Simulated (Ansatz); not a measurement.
Born–Oppenheimer molecular dynamics of a periodic cell of 36 atoms, Tl (start crystal Tl, start structure hcp, volume 1.1 times the crystal's). It goes on from the last frame of an earlier run, with new velocities.

Theory: Ansatz, DFT PBE, scalar-relativistic, plane waves, PAW. Settings: cutoff 420 eV, k mesh 1x1x1, fermi-dirac smearing 0.11 eV, no spin polarisation.

```
ensemble             : NVT, Langevin thermostat
time step            : 3 fs
steps asked          : 400
set temperature      : 1040 K
friction             : 0.02 /fs
temperature schedule : 300 steps to 300 K, then 100 steps to 300 K
seed                 : 484793
```

First frame:

```xyz
36
Lattice="10.7151 0.0000 0.0000 -5.3575 9.2795 0.0000 0.0000 0.0000 11.4223" Properties=species:S:1:pos:R:3
Tl -0.755 0.117 0.800
Tl 0.508 2.283 3.463
Tl 0.362 0.025 5.348
Tl 0.319 0.921 8.825
Tl -1.314 3.245 0.387
Tl -1.076 4.892 3.155
Tl -1.513 3.141 5.889
Tl -2.263 5.189 8.845
Tl -3.764 6.832 -0.369
Tl -4.027 7.858 2.918
Tl -3.463 6.066 5.694
Tl -3.766 7.845 7.684
Tl 3.316 0.027 0.877
Tl 3.977 1.752 3.626
Tl 3.362 0.064 6.066
Tl 3.322 2.824 9.218
Tl 1.413 3.804 -0.339
Tl 2.506 4.748 3.768
Tl 1.556 2.897 6.518
Tl 1.950 5.486 7.734
Tl -1.185 5.820 0.303
Tl 0.241 8.026 3.228
Tl -0.116 5.892 5.726
Tl -0.071 8.184 8.319
Tl 6.755 -1.606 0.291
Tl 6.943 1.075 1.676
Tl 7.585 0.350 6.443
Tl 6.259 1.964 8.593
Tl 6.266 3.300 0.036
Tl 6.161 4.996 2.647
Tl 4.906 3.795 5.902
Tl 4.550 5.838 9.244
Tl 3.519 5.657 0.774
Tl 3.396 8.914 3.479
Tl 3.613 6.711 5.599
Tl 2.982 8.951 9.525
```

(1) What does the run give?

(2) What happens to the structure?

(3) How do temperature and energy run in time?

## Answers

(1) All steps were run.

* steps done: 400
* time covered: 1200 fs
* mean temperature over the second half: 409 K
* spread of the potential energy over the second half: 18.8 meV per atom
* mean potential energy of the second half above the start: -136.0 meV per atom

The schedule's set-point averaged 362 K over the second half and the system 409 K. A run of 1.2 ps of so small a system gives no equilibrium averages. Limits of this set-up: coarse k mesh.

(2) Mean squared displacements from the first frame to the last, about the centre of mass: Tl 0.48 Å². The details hang on the random start.

(3) 
| time (fs) | T (K) | potential energy less start (eV) |
| --- | --- | --- |
| 0 | 1011 | 0.000 |
| 60 | 1058 | -0.846 |
| 120 | 998 | -1.170 |
| 180 | 733 | -1.190 |
| 240 | 859 | -1.391 |
| 300 | 793 | -1.910 |
| 360 | 754 | -2.587 |
| 420 | 670 | -3.167 |
| 480 | 864 | -3.408 |
| 540 | 650 | -3.399 |
| 600 | 472 | -3.798 |
| 660 | 638 | -4.003 |
| 720 | 508 | -3.841 |
| 780 | 518 | -4.452 |
| 840 | 426 | -4.948 |
| 900 | 373 | -5.123 |
| 960 | 400 | -5.238 |
| 1020 | 255 | -5.454 |
| 1080 | 292 | -5.582 |
| 1140 | 338 | -5.612 |
| 1200 | 334 | -5.731 |

Run time: 17 min on 4 threads of Intel(R) Xeon(R) 6975P-C (Granite Rapids) (shared host), peak memory 1.4 GiB.
